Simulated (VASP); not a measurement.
# Si2Mo (I4/mmm) in VASP: single point with LDA

Aim: the single point of Si2Mo with LDA.

Program: VASP 6.6.1. These are calculated values, not measurements. Logs are shortened: lines on timing, memory, paths and dates and some standing lists are left out, and cuts for length are marked.

## 1. The cell of the first run

The structure is tetragonal, space group I4/mmm (No. 139). The conventional cell has a = 3.174 Å, b = 3.174 Å, c = 7.778 Å, α = 90.00°, β = 90.00°, γ = 90.00°. Si (site symmetry 4mm) has 5 Si at 2.56 to 2.61 Å and 5 Mo at 2.58 to 2.61 Å as nearest neighbours. Around Mo (site symmetry 4/mmm) lie 10 Si at 2.58 to 2.61 Å.

## 2. Single point, LDA (relaxed again under DFT LDA, scalar-relativistic, plane waves, PAW)

The input, INCAR:

```
PREC = Accurate
ENCUT = 520
EDIFF = 1E-7
ISMEAR = 0
SIGMA = 0.1
LREAL = F
LASPH = T
NELM = 100
ALGO = Fast
ISIF = 2
LWAVE = F
LCHARG = F
GGA = CA
NBANDS = 18
```

The input, KPOINTS:

```
Automatic mesh
0
Gamma
  18 18 18
```

The input, POSCAR:

```
Si2Mo
1.0
   -1.5871169046      1.5871169046      3.8890258202
    1.5871169046     -1.5871169046      3.8890258202
    1.5871169046      1.5871169046     -3.8890258202
Si Mo
2 1
Direct
    0.3352533644      0.3352533644      0.0000000000
    0.6647466356      0.6647466356      0.0000000000
    0.0000000000      0.0000000000      0.0000000000
```

Potentials or basis: VASP PAW LDA potentials, release 64 (Si, Mo_sv).

Run with:

```bash
cat potpaw_LDA.64/Si/POTCAR potpaw_LDA.64/Mo_sv/POTCAR > POTCAR
mpirun -np 1 vasp_std > vasp.out
```

OUTCAR:

```text
PREC = Accurate
   ENCUT = 520
   EDIFF = 1E-7
   ISMEAR = 0
   LREAL = F
   LASPH = T
   NELM = 100
   ISIF = 2
   GGA = CA

 ion  position               nearest neighbor table
   1  0.335  0.335  0.000-   2 2.56   3 2.58   3 2.58   3 2.58   3 2.58   2 2.61   2 2.61   2 2.61
                             2 2.61   3 2.61
   2  0.665  0.665  0.000-   1 2.56   3 2.58   3 2.58   3 2.58   3 2.58   1 2.61   1 2.61   1 2.61
                             1 2.61   3 2.61
   3  0.000  0.000  0.000-   2 2.58   2 2.58   2 2.58   1 2.58   2 2.58   1 2.58   1 2.58   1 2.58
                             1 2.61   2 2.61

  LATTYP: Found a body centered tetragonal cell.
 ALAT       =     3.1742338092
 C/A-ratio  =     2.4503713677

  Lattice vectors:

 A1 = (  -1.5871169046,   1.5871169046,   3.8890258202)
 A2 = (   1.5871169046,  -1.5871169046,   3.8890258202)
 A3 = (   1.5871169046,   1.5871169046,  -3.8890258202)

Analysis of symmetry for initial positions (statically):
=====================================================================
 Subroutine PRICEL returns:
 Original cell was already a primitive cell.

 Routine SETGRP: Setting up the symmetry group for a
 body centered tetragonal supercell.

 Subroutine GETGRP returns: Found 16 space group operations
 (whereof 16 operations were pure point group operations)
 out of a pool of 16 trial point group operations.

The static configuration has the point symmetry D_4h.

Analysis of symmetry for dynamics (positions and initial velocities):
=====================================================================
 Subroutine PRICEL returns:
 Original cell was already a primitive cell.

 Routine SETGRP: Setting up the symmetry group for a
 body centered tetragonal supercell.

 Subroutine GETGRP returns: Found 16 space group operations
 (whereof 16 operations were pure point group operations)
 out of a pool of 16 trial point group operations.

The dynamic configuration has the point symmetry D_4h.

 Subroutine INISYM returns: Found 16 space group operations
 (whereof 16 operations are pure point group operations),
 and found     1 'primitive' translations

----------------------------------------------------------------------------------------

                                     Primitive cell

  volume of cell :      39.1849

  direct lattice vectors                    reciprocal lattice vectors
    -1.587116905  1.587116905  3.889025820     0.000000000  0.315036655  0.128566902
     1.587116905 -1.587116905  3.889025820     0.315036655  0.000000000  0.128566902
     1.587116905  1.587116905 -3.889025820     0.315036655  0.315036655  0.000000000

  length of vectors
     4.490256337  4.490256337  4.490256337     0.340260991  0.340260991  0.445529110

  position of ions in fractional coordinates (direct lattice)
     0.335253364  0.335253364  0.000000000
     0.664746636  0.664746636  0.000000000
     0.000000000  0.000000000  0.000000000

  ion indices of the primitive-cell ions
   primitive index   ion index
                 1           1
                 2           2
                 3           3

----------------------------------------------------------------------------------------

 KPOINTS: Automatic mesh

Automatic generation of k-mesh.
 Grid dimensions read from file:
 generate k-points for:   18   18   18

 Generating k-lattice:

  Cartesian coordinates                     Fractional coordinates (reciprocal lattice)
     0.000000000  0.017502036  0.007142606     0.055555556  0.000000000  0.000000000
     0.017502036  0.000000000  0.007142606     0.000000000  0.055555556  0.000000000
     0.017502036  0.017502036  0.000000000     0.000000000  0.000000000  0.055555556

  Length of vectors
     0.018903388  0.018903388  0.024751617

  Shift w.r.t. Gamma in fractional coordinates (k-lattice)
     0.000000000  0.000000000  0.000000000

 Subroutine IBZKPT returns following result:
 ===========================================

 Found    480 irreducible k-points:

 Following reciprocal coordinates:
            Coordinates               Weight
  0.000000  0.000000  0.000000      1.000000
  0.055556  0.000000 -0.000000      8.000000
  0.111111  0.000000 -0.000000      8.000000
  0.166667  0.000000 -0.000000      8.000000
  0.222222  0.000000 -0.000000      8.000000
  0.277778  0.000000  0.000000      8.000000
[... 16 lines left out ...]
 -0.277778  0.055556  0.000000     16.000000
 -0.222222  0.055556  0.000000     16.000000
 [... further k-points ...]
   k-points           NKPTS =    480   k-points in BZ     NKDIM =    480   number of bands    NBANDS=     18
   number of dos      NEDOS =    301   number of ions     NIONS =      3
   total plane-waves  NPLWV =  46656
   dimension x,y,z NGX =    36 NGY =   36 NGZ =   36
   dimension x,y,z NGXF=    72 NGYF=   72 NGZF=   72
   ions per type =               2   1
   NGX,Y,Z   is equivalent  to a cutoff of  13.33, 13.33, 13.33 a.u.
   NGXF,Y,Z  is equivalent  to a cutoff of  26.66, 26.66, 26.66 a.u.
 SYSTEM =  unknown system
   PREC   = accura    normal or accurate (medium, high low for compatibility)
   ISTART =      0    job   : 0-new  1-cont  2-samecut
   ICHARG =      2    charge: 1-file 2-atom 10-const
   ISPIN  =      1    spin polarized calculation?
   LNONCOLLINEAR =      F non collinear calculations
   LSORBIT =      F    spin-orbit coupling
   LASPH  =      T    aspherical Exc in radial PAW
   ENCUT  =  520.0 eV  38.22 Ry    6.18 a.u.   8.35  8.35  8.35*2*pi/ulx,y,z
   NELM   =    100;   NELMIN=  2; NELMDL= -5     # of ELM steps
   EDIFF  = 0.1E-06   stopping-criterion for ELM
   LREAL  =      F    real-space projection
   EDIFFG = 0.1E-05   stopping-criterion for IOM
   NSW    =      0    number of steps for IOM
   IBRION =     -1    ionic relax: 0-MD 1-quasi-New 2-CG
   NFREE  =      0    steps in history (QN), initial steepest desc. (CG)
   ISIF   =      2    stress and relaxation
   ISYM   =      2    0-nonsym 1-usesym 2-fastsym
   POTIM  = 0.5000    time-step for ionic-motion
   TEBEG  =    0.0;   TEEND  =   0.0 temperature during run
   PSTRESS=    0.0 pullay stress
   NELECT =      22.0000    total number of electrons
   NUPDOWN=      -1.0000    fix difference up-down
   EMIN   =  10.00;   EMAX   =-10.00  energy-range for DOS
   EFERMI =   0.00;   METHOD = LEGACY
   ISMEAR =     0;   SIGMA  =   0.10  broadening in eV -4-tet -1-fermi 0-gaus
   EFERMI_NEDOS =   21; number of points for ismear=-14 and -15
   IALGO  =     68    algorithm
   IMIX   =      4    mixing-type and parameters
     AMIX     =   0.40;   BMIX     =  1.00
     AMIX_MAG =   1.60;   BMIX_MAG =  1.00
  volume/ion in A,a.u.               =      13.06        88.14
  Fermi-wavevector in a.u.,A,eV,Ry     =   1.350546  2.552163 24.816694  1.823976
  Thomas-Fermi vector in A             =   2.478042
   LORBIT       =      0    0 simple, 1 ext, 2 COOP (PROOUT), +10 PAW based schemes
   GGA     = CA    functional components
   LHFCALC =     F    Hartree Fock is set to
   AEXX    =    0.0000 exact exchange contribution
   IVDW    =     0    specifies the selected vdW correction
   LEPSILON=     F    determine dielectric tensor
   LRPA    =     F    only Hartree local field effects (RPA)
 non-spin polarized calculation
 RMM-DIIS sequential band-by-band and
 Gauss-broadening in eV      SIGMA  =   0.10
  energy-cutoff  :      520.00
  volume of cell :       39.18
 maximum number of plane-waves:      1079
 NGX is ok and might be reduce to    36
   NGX = 17   NGY = 17   NGZ = 17

 number of electron      22.0000000 magnetization

 Free energy of the ion-electron system (eV)
  ---------------------------------------------------
  ext. energy  EPLUGINS =         0.00000000
  ---------------------------------------------------
  free energy    TOTEN  =       -25.81958944 eV

  energy without entropy =      -25.81838943  energy(sigma->0) =      -25.81898943

 E-fermi :  12.5875     XC(G=0): -12.6768

 val. band max:       12.5860006675   @ k =  -0.3333  -0.3333   0.2778
 cond. band min:      12.5878950709   @ k =  -0.0556   0.0556   0.0000
 fundamental gap:      0.0018944034
 Fermi energy:        12.5874706792

 k-point     1 :       0.0000    0.0000    0.0000
  band No.  band energies     occupation
      1     -47.7447      2.00000
      2     -22.1073      2.00000
      3     -22.0128      2.00000
      4     -22.0128      2.00000
      5      -0.9691      2.00000
      6       6.0548      2.00000
[... 10 lines left out ...]
     17      17.8664      0.00000
     18      17.8664      0.00000

 k-point     2 :       0.0556    0.0000   -0.0000
  band No.  band energies     occupation
      1     -47.7440      2.00000
      2     -22.1066      2.00000
      3     -22.0217      2.00000
      4     -22.0120      2.00000
      5      -0.9114      2.00000
      6       6.0627      2.00000
[... 10 lines left out ...]
     17      17.8988      0.00000
     18      18.2316      0.00000

 k-point     3 :       0.1111    0.0000   -0.0000
  band No.  band energies     occupation
      1     -47.7422      2.00000
      2     -22.1047      2.00000
      3     -22.0472      2.00000
      4     -22.0096      2.00000
      5      -0.7398      2.00000
      6       6.0752      2.00000
[... 10 lines left out ...]
     17      18.0739      0.00000
     18      19.0313      0.00000

 k-point     4 :       0.1667    0.0000   -0.0000
  band No.  band energies     occupation
      1     -47.7393      2.00000
      2     -22.1020      2.00000
      3     -22.0860      2.00000
      4     -22.0060      2.00000
      5      -0.4584      2.00000
      6       6.0514      2.00000
[... 375 lines left out ...]
      4     -22.0006      2.00000
      5       0.9296      2.00000
      6       5.1518      2.00000
[... 10 lines left out ...]
     17      19.8620      0.00000
     18      21.2123      0.00000

 k-point    23 :      -0.2778    0.0556    0.0000
  band No.  band energies     occupation
      1     -47.7314      2.00000
      2     -22.1825      2.00000
      3     -22.0922      2.00000
      4     -22.0052      2.00000
      5       0.3808      2.00000
      6       5.7470      2.00000
[... 10 lines left out ...]
     17      19.6356      0.00000
     18      20.9956      0.00000

 k-point    24 :      -0.2222    0.0556    0.0000
  band No.  band energies     occupation
      1     -47.7352      2.00000
      2     -22.1326      2.00000
      3     -22.0961      2.00000
      4     -22.0100      2.00000
      5      -0.0833      2.00000
      6       6.1601      2.00000
[... 10 lines left out ...]
     17      18.9737      0.00000
     18      21.1434      0.00000

 [... further k-points ...]

------------------------ aborting loop because EDIFF is reached ----------------------------------------

  FORCE on cell =-STRESS in cart. coord.  units (eV):
  Direction    XX          YY          ZZ          XY          YZ          ZX
  --------------------------------------------------------------------------------------
  -------------------------------------------------------------------------------------
  Total        0.1548669      0.1548669      0.1643254      0.0000000     -0.0000000     -0.0000000
  in kB        6.3321400      6.3321400      6.7188751      0.0000000     -0.0000000     -0.0000000
  external PRESSURE =       6.4610517 kB  Pullay stress =       0.0000000 kB

 VOLUME and BASIS-vectors are now :
 -----------------------------------------------------------------------------
  energy-cutoff  :      520.00
  volume of cell :       39.18
      direct lattice vectors                 reciprocal lattice vectors
    -1.587116905  1.587116905  3.889025820     0.000000000  0.315036655  0.128566902
     1.587116905 -1.587116905  3.889025820     0.315036655  0.000000000  0.128566902
     1.587116905  1.587116905 -3.889025820     0.315036655  0.315036655  0.000000000

 POSITION                                       TOTAL-FORCE (eV/Angst)
 -----------------------------------------------------------------------------------
      0.00000      0.00000      2.60762        -0.000000     -0.000000     -0.015984
      0.00000      0.00000      5.17043        -0.000000     -0.000000      0.015984
      0.00000      0.00000      0.00000         0.000000      0.000000      0.000000
 -----------------------------------------------------------------------------------
    total drift:                               -0.000000      0.000000      0.000000

  FREE ENERGIE OF THE ION-ELECTRON SYSTEM (eV)
  ---------------------------------------------------
  free  energy   TOTEN  =       -25.8195894369 eV

  energy  without entropy=      -25.8183894299  energy(sigma->0) =      -25.81898943
```

Wall time 12 min (1 thread of AMD EPYC 7R13 (Zen 3), shared host); peak memory 0.4 GiB.

Results:

| Quantity | Value |
| --- | --- |
| Free energy | -25.8196 eV |
| Pressure | 0.6 GPa |
| Largest force | 0.016 eV/Å |
| Band gap on the k mesh | none (metal or under the smearing width) |

Forces on the atoms (eV/Å):
```
Si   0.000  0.000 -0.016
Si   0.000  0.000  0.016
Mo   0.000  0.000  0.000
```

Levels at points of the mesh, in eV from the Fermi level:
```csv
k point,band 8,band 9,band 10,band 11,band 12,band 13,band 14,band 15
"(0.00, 0.00, 0.00)",-3.20,-2.67,-2.67,0.39,3.19,3.30,3.59,3.59
"(0.50, 0.00, 0.00)",-4.51,-2.66,-2.65,-0.53,2.32,3.15,4.24,4.25
"(0.50, 0.50, 0.00)",-5.17,-4.51,-3.15,-1.16,2.37,2.82,3.24,3.45
"(0.50, 0.50, 0.50)",-2.26,-0.60,-0.60,-0.45,-0.45,0.53,4.80,5.32
```
